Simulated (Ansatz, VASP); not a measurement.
# BaAlSiH in two plane-wave programs

One calculation is typed for both programs; each brings its own data sets. How far apart do they land? The cell is taken from a series of runs on this material, whose earlier steps may have relaxed, scaled, displaced or heated it; both programs get it as it stands.

Calculated with Ansatz 0.2.0; plane waves, with VASP 6.6.1 beside it; relaxation of cell and atoms at LDA and zone-centre phonons at LDA.

**1. The structure**

Symmetry: P3m1, No. 156, trigonal system. Conventional cell: a = 4.268 Å, b = 4.268 Å, c = 5.017 Å, α = 90.00°, β = 90.00°, γ = 120.00°. Nearest to Ba lie 3 H at 2.53 Å and 3 Si at 3.38 Å and 3 Al at 3.39 Å. Nearest to Al lie 1 H at 1.74 Å and 3 Si at 2.49 Å. Nearest to Si lie 3 Al at 2.49 Å and 3 H at 3.24 Å and 3 Ba at 3.38 Å. Nearest to H lie 1 Al at 1.74 Å and 3 Ba at 2.53 Å. Farther neighbours are not listed.

Coordinates:

```cif
data_structure
_symmetry_space_group_name_H-M 'P3m1'
_symmetry_Int_Tables_number 156
_cell_length_a 4.2676
_cell_length_b 4.2676
_cell_length_c 5.0171
_cell_angle_alpha 90.000
_cell_angle_beta 90.000
_cell_angle_gamma 120.000
_cell_volume 79.13
loop_
_atom_site_label
_atom_site_type_symbol
_atom_site_symmetry_multiplicity
_atom_site_Wyckoff_symbol
_atom_site_fract_x
_atom_site_fract_y
_atom_site_fract_z
_atom_site_occupancy
Ba1 Ba 1 a 0.00000 0.00000 0.00515 1
Al1 Al 1 c 0.66667 0.33333 0.46989 1
Si1 Si 1 b 0.33333 0.66667 0.54435 1
H1 H 1 c 0.66667 0.33333 0.12351 1
```

**2. VASP: relaxation of cell and atoms, LDA**

The relaxed volume is the usual yardstick between codes: in a stiff, nearly cubic crystal its relative difference is about their pressure difference at one cell divided by the bulk modulus.

Lines of VASP's logs that name or quote its potential files are left out, and so is its time.

Input file INCAR:

```
SYSTEM = BaAlSiH
PREC = Accurate
ENCUT = 500
EDIFF = 1E-07
NELM = 120
ISMEAR = 0
SIGMA = 0.02
LREAL = .FALSE.
ALGO = Normal
GGA = CA
NBANDS = 15
LORBIT = 11
LWAVE = .FALSE.
LCHARG = .FALSE.
ISIF = 3
IBRION = 2
NSW = 80
EDIFFG = -0.005
LASPH = .TRUE.
GGA_COMPAT = .FALSE.
NELMIN = 4
EFERMI = MIDGAP
KPAR = 2
```

Input file POSCAR:

```
BaAlSiH
1.0
    4.2675820000      0.0000000000      0.0000000000
   -2.1337910000      3.6958350000      0.0000000000
    0.0000000000      0.0000000000      5.0170830000
Ba Al Si H
1 1 1 1
Direct
    0.0000000000      0.0000000000      0.0051502038
    0.6666666667      0.3333333333      0.4698907712
    0.3333333333      0.6666666667      0.5443505718
    0.6666666667      0.3333333333      0.1235094177
```

Input file KPOINTS:

```
Automatic mesh
0
Gamma
9 9 8
0 0 0
```

Potentials, in the order of the species: Ba_sv, Al, Si and H (LDA family, release 64).

Command:

```console
$ mpirun -np 2 vasp_std
```

Numbers of over 12 decimals in the logs are rounded to 6 here.

What it wrote:

```text
[banner, memory and clock lines left out]
running    2 mpi-ranks, on    1 nodes
 distrk:  each k-point on    1 cores,    2 groups
 distr:  one band on    1 cores,    1 groups

 POSCAR found type information on POSCAR BaAlSiH
 POSCAR found :  4 types and       4 ions
 LDA part: xc-table for (Slater(with rela. corr.)+CA(PZ))
 , standard interpolation
 POSCAR, INCAR and KPOINTS ok, starting setup
 FFT: planning ... GRIDC
 FFT: planning ... GRID_SOFT
 FFT: planning ... GRID
 WAVECAR not read
 entering main loop
       N       E                     dE             d eps       ncg     rms          rms(c)
DAV:   1     0.635430453038E+02    0.63543E+02   -0.73777E+03  2430   0.100E+03
DAV:   2    -0.143180181123E+02   -0.77861E+02   -0.73989E+02  3227   0.161E+02
DAV:   3    -0.183775770597E+02   -0.40596E+01   -0.40460E+01  3417   0.377E+01
DAV:   4    -0.184733080958E+02   -0.95731E-01   -0.95721E-01  3343   0.568E+00
DAV:   5    -0.184754482989E+02   -0.21402E-02   -0.21402E-02  3649   0.678E-01    0.660E+00
DAV:   6    -0.179749427511E+02    0.50051E+00   -0.49353E-01  3102   0.368E+00    0.386E+00
DAV:   7    -0.178463127137E+02    0.12863E+00   -0.53831E-01  3151   0.380E+00    0.800E-01
DAV:   8    -0.178444964936E+02    0.18162E-02   -0.55017E-02  2794   0.136E+00    0.244E-01
DAV:   9    -0.178442358799E+02    0.26061E-03   -0.16671E-03  3207   0.242E-01    0.911E-02
DAV:  10    -0.178442341936E+02    0.16863E-05   -0.11625E-04  3116   0.617E-02    0.389E-02
DAV:  11    -0.178442388324E+02   -0.46389E-05   -0.16453E-05  3179   0.213E-02    0.917E-03
DAV:  12    -0.178442370629E+02    0.17695E-05   -0.11825E-05  3053   0.174E-02    0.325E-03
DAV:  13    -0.178442367967E+02    0.26622E-06   -0.13421E-06  2976   0.681E-03    0.994E-04
DAV:  14    -0.178442368017E+02   -0.50117E-08   -0.25967E-07  2724   0.256E-03
   1 F= -.17844237E+02 E0= -.17844237E+02  d E =-.178442E+02
[...]
2 F= -.17845317E+02 E0= -.17845317E+02  d E =-.108030E-02
[...]
3 F= -.17845338E+02 E0= -.17845338E+02  d E =-.110168E-02
[...]
4 F= -.17845415E+02 E0= -.17845415E+02  d E =-.761798E-04
[...]
5 F= -.17845545E+02 E0= -.17845545E+02  d E =-.206568E-03
[...]
6 F= -.17845556E+02 E0= -.17845556E+02  d E =-.217317E-03
 curvature:  -2.58 expect dE=-0.189E-04 dE for cont linesearch -0.673E-08
 trial: gam= 0.07698 g(F)=  0.713E-05 g(S)=  0.201E-06 ort = 0.483E-06 (trialstep = 0.178E+01)
 search vector abs. value=  0.793E-05
 bond charge predicted
       N       E                     dE             d eps       ncg     rms          rms(c)
DAV:   1    -0.178455632980E+02   -0.74863E-05   -0.87932E-04  2430   0.179E-01    0.775E-03
DAV:   2    -0.178455653586E+02   -0.20606E-05   -0.33278E-05  3396   0.363E-02    0.332E-03
DAV:   3    -0.178455652277E+02    0.13090E-06   -0.88480E-07  3181   0.514E-03    0.140E-03
DAV:   4    -0.178455652133E+02    0.14367E-07   -0.77421E-08  2076   0.189E-03
   7 F= -.17845565E+02 E0= -.17845565E+02  d E =-.941516E-05
 trial-energy change:   -0.000009  1 .order   -0.000010   -0.000013   -0.000006
 step:   3.2627(harm=  3.2627)  dis= 0.00108  next Energy=   -17.845568 (dE=-0.120E-04)
 reached required accuracy - stopping structural energy minimisation
```

Parts of OUTCAR (step 2):

```text
ion  position               nearest neighbor table
   1  0.000  0.000  0.005-   4 2.53   4 2.53   4 2.53   3 3.38   3 3.38   3 3.38   2 3.39   2 3.39
                             2 3.39   2 3.64   2 3.64   2 3.64   3 3.66   3 3.66   3 3.66
   2  0.667  0.333  0.470-   4 1.74   3 2.49   3 2.49   3 2.49   1 3.39   1 3.39   1 3.39   1 3.64
                             1 3.64   1 3.64
   3  0.333  0.667  0.544-   2 2.49   2 2.49   2 2.49   1 3.38   1 3.38   1 3.38   1 3.66   1 3.66
                             1 3.66
   4  0.667  0.333  0.124-   2 1.74   1 2.53   1 2.53   1 2.53

  LATTYP: Found a hexagonal cell.
 ALAT       =     4.2675820000
 C/A-ratio  =     1.1756266195

 Subroutine GETGRP returns: Found  6 space group operations
 (whereof  6 operations were pure point group operations)

The static configuration has the point symmetry C_3v.

 Found     81 irreducible k-points:

   k-points           NKPTS =     81   k-points in BZ     NKDIM =     81   number of bands    NBANDS=     15

   dimension x,y,z NGX =    32 NGY =   32 NGZ =   40
   dimension x,y,z NGXF=    64 NGYF=   64 NGZF=   80

   ENCUT  =  500.0 eV  36.75 Ry    6.06 a.u.   7.78  7.78  9.15*2*pi/ulx,y,z

   NELECT =      18.0000    total number of electrons

 k-points in reciprocal lattice and weights: Automatic mesh
   0.00000000  0.00000000  0.00000000       0.002
   0.11111111  0.00000000  0.00000000       0.009
   0.22222222  0.00000000  0.00000000       0.009
   0.33333333  0.00000000  0.00000000       0.009
   0.44444444  0.00000000  0.00000000       0.009
   0.11111111  0.11111111  0.00000000       0.009
   0.22222222  0.11111111  0.00000000       0.019
   0.33333333  0.11111111  0.00000000       0.019
   0.44444444  0.11111111  0.00000000       0.009
[...]
0.33333333  0.22222222  0.50000000       0.019
   0.33333333  0.33333333  0.50000000       0.003

 average (electrostatic) potential at core
       1 -34.3794       2 -74.1237       3 -85.9008       4 -31.8478

 E-fermi :   4.3224

 k-point     1 :       0.0000    0.0000    0.0000
  band No.  band energies     occupation
    ...
      5      -4.9831      2.00000
      6      -0.0486      2.00000
      7       3.2303      2.00000
      8       3.2971      2.00000
      9       3.2971      2.00000
     10       5.2398      0.00000
     11       7.0916      0.00000
     12       7.0916      0.00000
     13       8.2055      0.00000
     14       8.2055      0.00000
    ...

 k-point     2 :       0.1111    0.0000    0.0000
  band No.  band energies     occupation
    ...
      5      -4.8069      2.00000
      6      -0.1207      2.00000
      7       2.7021      2.00000
      8       3.2298      2.00000
      9       3.2433      2.00000
     10       5.7873      0.00000
     11       6.7504      0.00000
     12       7.1388      0.00000
     13       7.7740      0.00000
     14       8.1481      0.00000
    ...

 k-point     3 :       0.2222    0.0000    0.0000
  band No.  band energies     occupation
    ...
      5      -4.3459      2.00000
      6      -0.4367      2.00000
      7       1.8942      2.00000
      8       3.0597      2.00000
      9       3.2714      2.00000
     10       5.4350      0.00000
     11       6.8539      0.00000
     12       7.3000      0.00000
     13       7.4739      0.00000
     14       7.9674      0.00000
    ...

  Total        0.0026986      0.0026986     -0.0050170      0.0000000      0.0000000      0.0000000
  in kB        0.0541250      0.0541250     -0.1006254      0.0000000      0.0000000      0.0000000
  external PRESSURE =       0.0025416 kB  Pullay stress =       0.0000000 kB

  energy-cutoff  :      500.00
  volume of cell :       79.88
      direct lattice vectors                 reciprocal lattice vectors
     4.276614036 -0.000000000  0.000000000     0.233829846  0.135001703  0.000000000
    -2.138307018  3.703656976  0.000000000     0.000000000  0.270003406  0.000000000
     0.000000000  0.000000000  5.043308299     0.000000000  0.000000000  0.198282544

 POSITION                                       TOTAL-FORCE (eV/Angst)
 -----------------------------------------------------------------------------------
      0.00000      0.00000      0.02465        -0.000000     -0.000000     -0.004459
      2.13831      1.23455      2.36993        -0.000000      0.000000      0.002161
     -0.00000      2.46910      2.73891         0.000000     -0.000000     -0.000331
      2.13831      1.23455      0.63052         0.000000      0.000000      0.002629
 -----------------------------------------------------------------------------------
    total drift:                                0.000000      0.000002     -0.000173

  FREE ENERGIE OF THE ION-ELECTRON SYSTEM (eV)
  ---------------------------------------------------
  free  energy   TOTEN  =       -17.8455652133 eV

  energy  without entropy=      -17.8455652133  energy(sigma->0) =      -17.84556521

 reached required accuracy - stopping structural energy minimisation

 total charge
# of ion       s       p       d       tot
------------------------------------------
    1        2.013   5.584   0.409   8.006
    2        0.418   0.398   0.000   0.816
    3        0.764   0.939   0.000   1.703
    4        0.540   0.008   0.000   0.548
--------------------------------------------------
tot          3.736   6.929   0.409  11.074

[... 3 further parts left out ...]
```

CONTCAR:

```
BaAlSiH
   1.00000000000000
     4.2766140359096232   -0.0000000000000000    0.0000000000000000
    -2.1383070179548116    3.7036569761865383    0.0000000000000000
     0.0000000000000000    0.0000000000000000    5.0433082992233551
  Ba              Al              Si              H
     1     1     1     1
Direct
     0.0000000000000000    0.0000000000000000    0.0048868513219580
     0.6666666667000030    0.3333333332999970    0.4699154990548921
     0.3333333332999970    0.6666666667000030    0.5430770660063153
     0.6666666667000030    0.3333333332999970    0.1250215481168354
```

Harder data sets than Ba_sv exist (the GW ones), and pressures, volumes and forces can shift noticeably with them. The run keeps the 6 symmetry operations of its start, so it cannot find a distortion of lower symmetry.

**3. Ansatz: relaxation of cell and atoms, LDA**

Ansatz runs on its default PAW (the set named soft_2) files.

The same cell, functional (in two slightly different forms), mesh and smearing now go to Ansatz, which takes its cutoff from its data sets.

Input file input.yaml:

```yaml
crystal:
  lattice:
    - [4.2675821605, 0.0, 0.0]
    - [-2.1337910802, 3.6958345637, 0.0]
    - [0.0, 0.0, 5.0170825539]
  atoms:
    - { symbol: Ba, position: [0.0, 0.0, 0.0051501861] }
    - { symbol: Al, position: [0.6666666667, 0.3333333333, 0.4698907594] }
    - { symbol: Si, position: [0.3333333333, 0.6666666667, 0.5443505723] }
    - { symbol: H, position: [0.6666666667, 0.3333333333, 0.1235094823] }
kpoints:
  mp_grid: { grid: [9, 9, 8] }
hamiltonian:
  xc: lda
scf:
  occupations: { method: gaussian, width: 0.02 }
output:
  forces: true
  stress: true
  eigenvalues: true
  write_density: true
  write_potential: true
  elf: true
  volumetric_format: npy
relax:
  adjacent_minimum: "off"
  f_tol: 0.005
  max_steps: 80
  cell: { stress_tol: 0.05 }
```

Command:

```console
$ ansatz run input.yaml --threads 2 --pin off --max-ram 5120MiB --backend cpu --events-out ev --progress --plain --runs-dir out
```

What it wrote:

```text
Engine: ansatz 0.2.0, aarch64-unknown-linux-gnu
Pseudopotentials: kind: paw
Pseudopotential: Ba, paw, valence charge 10, recommended cutoff 420 eV (normal), Ba.paw.azcp
Pseudopotential: Al, paw, valence charge 3, recommended cutoff 420 eV (normal), Al.paw.azcp
Pseudopotential: Si, paw, valence charge 4, recommended cutoff 420 eV (normal), Si.paw.azcp
Pseudopotential: H, paw, valence charge 1, recommended cutoff 420 eV (normal), H.paw.azcp
Functional definition: SPW92
  exchange = slater_x
  correlation = pw_c
Crystal: 4 atoms, lattice volume = 79.131 Å³
Basis set: ecut = 420 eV, 1511 PW (Γ)
Bands: 13, of which v1, the nominal top of the filled ones, is band 9 counted from 1 (8 counted from 0)
Symmetry: 6 space group operations
Space group: P3m1 (ITA 156), of the structure as read, at distance tolerance 4.3e-5 Å
k-points: 81 of 648 (time reversal used)
Non-local potential: Ba, projectors of the file, l = 0: 3, l = 1: 2, l = 2: 2, l = 3: 2
Non-local potential: Al, projectors of the file, l = 0: 2, l = 1: 2, l = 2: 1
Non-local potential: Si, projectors of the file, l = 0: 2, l = 1: 2, l = 2: 2
Non-local potential: H, projectors of the file, l = 0: 2, l = 1: 1
PAW form: soft (Blöchl's): semilocal exchange-correlation on the pseudo side does not see the compensation charge
PAW frozen core: Ba, regenerated for the run's functional, and the local potential with it (the file was generated under x = pbe(κ = 0.804, μ = 0.219515), c = pbe(β = 0.066725))
PAW frozen core: Al, regenerated for the run's functional, and the local potential with it (the file was generated under x = pbe(κ = 0.804, μ = 0.219515), c = pbe(β = 0.066725))
PAW frozen core: Si, regenerated for the run's functional, and the local potential with it (the file was generated under x = pbe(κ = 0.804, μ = 0.219515), c = pbe(β = 0.066725))
PAW one-centre angular grid: Ba, 194 points (default); XC on 64 Gauss nodes
PAW one-centre angular grid: Al, 110 points (default); XC on 64 Gauss nodes
PAW one-centre angular grid: Si, 110 points (default); XC on 64 Gauss nodes
PAW one-centre angular grid: H, 110 points (default); XC on 64 Gauss nodes
Initial density: superposition of atomic densities (neutral atoms: chi_scale 0, normalization atom), corrected by the library's trained network
Initial wavefunctions: pseudopotential atomic-orbital guess
Functional: x = slater, c = lda
SCF iter   1: F=—  HF=-6918.779636 eV  |F-HF|=—  |Δ(HF+E_count)|=         —  Δρ=6.32e-3  dr2=2.58e-2  ethr=1.77e-3  ⟨swp⟩=7.8  Hψ=8131  notcnv=0
preconditioner: auto → Resta (q_TF=auto, 2.132 Å⁻¹)  ε∞=3.9  [insulator: Δε(μ)=0.572 eV  Ē_g=9.877 eV  σ=0.020 eV  W_gap=1.00  n_scr=20 (ndim 8)  ℏωp=16.7 eV  f_vac=0.000  D(μ)=0.00/eV (n_scr^D=0)  ε∞_Penn≈3.9]
SCF iter   2: F=—  HF=-6918.772025 eV  |F-HF|=—  |Δ(HF+E_count)|=   7.61e-3  Δρ=2.99e-3  dr2=5.96e-3  ethr=1.43e-4  ⟨swp⟩=2.6  Hψ=2374  notcnv=0
SCF iter   3: F=—  HF=-6918.770269 eV  |F-HF|=—  |Δ(HF+E_count)|=   1.76e-3  Δρ=3.71e-4  dr2=8.30e-5  ethr=3.31e-5  ⟨swp⟩=2.1  Hψ=1710  notcnv=0
SCF iter   4: F=—  HF=-6918.770262 eV  |F-HF|=—  |Δ(HF+E_count)|=   7.68e-6  Δρ=7.56e-5  dr2=8.45e-6  ethr=4.61e-7  ⟨swp⟩=2.0  Hψ=1458  notcnv=0
SCF iter   5: F=—  HF=-6918.770260 eV  |F-HF|=—  |Δ(HF+E_count)|=   2.01e-6  Δρ=1.69e-5  dr2=2.79e-7  ethr=4.70e-8  ⟨swp⟩=2.4  Hψ=1402  notcnv=0
SCF iter   6: F=-6918.770260 eV  HF=-6918.770260 eV  |F-HF|=1.02e-9  |Δ(HF+E_count)|=   1.50e-8  Δρ=4.21e-6  dr2=1.60e-8  ethr=5.56e-10  ⟨swp⟩=9.1  Hψ=8086  notcnv=0
SCF 1 converged in 6 iterations: F = -6918.770260 eV  dr2 = 1.60e-8
  greatest PAW one-centre occupation: 0.956 electrons in one spin orbital (limit 2), on the Ba atom at site 0 (counted from 0), in its partial waves of l = 0
relax step   1: F+E_penalty+E_count = -6918.77025970 eV  Δ(F+E_penalty+E_count) = +0.000e0 eV  max|allowed force component| = 3.053e-3 eV/Å  Δτ_max = 0.0000 Å  P = -0.023 GPa  Ω = 79.131 Å³  (6 SCF iters, dr2 threshold 1.00e-7 eV, accepted)
Initial density: handed on by an earlier stage of this run
Initial wavefunctions: pseudopotential atomic-orbital guess (no wavefunctions were taken with the density)
iter 1 solved again at ethr=3.24e-7 eV; its pass at ethr=3.10e-3 eV (dr2=5.83e-5 eV) is discarded
SCF iter   1: F=—  HF=-6918.770259 eV  |F-HF|=—  |Δ(HF+E_count)|=         —  Δρ=4.16e-6  dr2=1.58e-8  ethr=3.24e-7  ⟨swp⟩=3.1  Hψ=11148  notcnv=0
eigensolver tolerance schedule: the retry pair's looser diagonalisation over-reported the residual by 3679.89 of it (diagonalisation noise at 0.62 of the residual, at the tolerance the schedule requests for it); recorded, not acted on — ethr = c·dr2/N_el stays at c = 1.0e-1
preconditioner: auto → Resta (q_TF=auto, 2.132 Å⁻¹)  ε∞=3.9  [insulator: Δε(μ)=0.631 eV  Ē_g=9.878 eV  σ=0.020 eV  W_gap=1.00  n_scr=20 (ndim 8)  ℏωp=16.7 eV  f_vac=0.000  D(μ)=0.00/eV (n_scr^D=0)  ε∞_Penn≈3.9]
SCF iter   2: F=—  HF=-6918.770260 eV  |F-HF|=—  |Δ(HF+E_count)|=   5.56e-7  Δρ=2.54e-6  dr2=5.69e-9  ethr=8.80e-11  ⟨swp⟩=2.4  Hψ=1816  notcnv=0
SCF iter   3: F=—  HF=-6918.770260 eV  |F-HF|=—  |Δ(HF+E_count)|=  8.01e-10  Δρ=3.07e-7  dr2=9.58e-11  ethr=3.16e-11  ⟨swp⟩=2.0  Hψ=1453  notcnv=0
SCF iter   4: F=-6918.770260 eV  HF=-6918.770260 eV  |F-HF|=9.09e-13  |Δ(HF+E_count)|=  1.09e-11  Δρ=8.79e-8  dr2=4.19e-12  ethr=1.00e-12  ⟨swp⟩=6.1  Hψ=5062  notcnv=0
SCF 2 converged in 4 iterations: F = -6918.770260 eV  dr2 = 4.19e-12
relax step   2: F+E_penalty+E_count = -6918.77025970 eV  Δ(F+E_penalty+E_count) = -2.084e-9 eV  max|allowed force component| = 3.022e-3 eV/Å  Δτ_max = 0.0000 Å  P = -0.023 GPa  Ω = 79.131 Å³  stress off target by 2.54e-2 GPa  SCF on the basis re-selected at this cell (its energy is not comparable with the rows above)  (4 SCF iters)
basis re-selected at this cell: Δ(F+E_penalty+E_count) = -2.084e-9 eV, ΔP = -0.000 GPa vs the last step (what re-selecting the basis moved, of the pressure what is left beyond the Pulay correction that the steps carried, after the strain that the cell walked since its last selection, with what the two solves' SCF thresholds leave and, on support functions, any second-order correction that the steps lacked; it is no m [...]
SCF converged after 4 iterations
Free energy (F): -6918.770260 eV
Harris-Foulkes:  -6918.770260 eV  (|F-HF|=9.09e-13)
Internal energy: -6918.770260 eV  (E = F + TS)
E sigma→0 (E₀):  -6918.770260 eV
Fermi energy:    7.719672 eV
--- Per-component energies (eV) ---
  E_band       = -30.465289
  E_kinetic    = 246.913185
  E_local      = -301.427048  (includes V_loc(G=0)·N_el)
  E_nonlocal   = 99.771425
  E_hartree    = 97.848472
  E_xc         = -270.895427
  E_vxc        = -225.162440  (∫ρ·V_xc dr)
  E_paw        = -5987.769548  (= ΣΔE_a)
  E_vpaw       = -46.256190  (= ΣTr[D̂ρ^β])
  E_aug_tail   = -0.001173  (compensation charges beyond the density's cutoff)
  E_ewald      = -803.632708
  E_core_change = 0.422563  (= ΣΔE_core)
  E_smearing   = -0.000000  (= −TS)
  E_closure    = 0.000000  (closes the sum)
  Σ components = -6918.770260   (vs F -6918.770260, Δ=0.00e0)
--- Forces (eV/Å), atoms counted from 1 ---
  atom   1  Ba    -0.00000000    -0.00000000     0.00301985
  atom   2  Al     0.00000000     0.00000000    -0.00282683
  atom   3  Si    -0.00000000    -0.00000000     0.00055640
  atom   4  H     -0.00000000    -0.00000000    -0.00075890
  max |Σ_I F_I| component: 9.49e-6 eV/Å
--- Stress (GPa, compression-positive) ---
       -0.022434       0.000000      -0.000000
        0.000000      -0.022434      -0.000000
       -0.000000      -0.000000      -0.025404
  P = ⅓ Tr σ = -0.0234 GPa (-0.234 kbar)
--- Band table (eV; the first three rows and the last of 81) ---
  k-point 0: bands = [... 5 lower, 3.3734, 6.6824, 6.7382, 6.7382, 8.6554, 10.4340, 10.4340, 11.6929]
  k-point 1: bands = [... 5 lower, 3.2182, 6.7682, 6.7847, 6.7847, 8.7434, 10.0532, 10.0532, 11.3191]
  k-point 2: bands = [... 5 lower, 2.8266, 6.9085, 6.9085, 6.9957, 8.9911, 9.5228, 9.5228, 10.6359]
  k-point 80: bands = [... 5 lower, 1.4934, 4.4096, 5.1597, 6.9603, 10.5279, 11.5382, 11.9054, 12.2905]
--- Relaxed structure (1 steps of the walk, 1 accepted, 1 SCFs on fresh bases) ---
  F+E_penalty+E_count = -6918.77025970 eV   max|allowed force component| = 3.022e-3 eV/Å   (the final SCF, on the basis selected at the relaxed cell)
  cell:  # Å, volume = 79.1308 Å³
    - [4.267582, -2.8867571394628208e-11, 0.0]
    - [-2.133791, 3.695835, 0.0]
    - [0.0, 0.0, 5.0170825539]
  atoms:
    - { symbol: Ba, position: [-3.238150488543893e-17, -1.8503717076008884e-17, 0.0051501861] }
    - { symbol: Al, position: [0.666667, 0.333333, 0.4698907594] }
    - { symbol: Si, position: [0.333333, 0.666667, 0.5443505723] }
    - { symbol: H, position: [0.666667, 0.333333, 0.123509] }
```

(Part 1 of 2 ends here.)

[Lines on the potential files, build, host, timing and source positions are cut from VASP's logs without a mark.]

[Logs are printed without paths, hosts, clocks, repeated set-up lines and the standing remarks that a program may print on its own settings, such as how far it seeks lower states.]

[Hosts, paths, dates, database ids (printed as entryN), source tags and the programs' standing remarks are cut or masked in the printed files.]
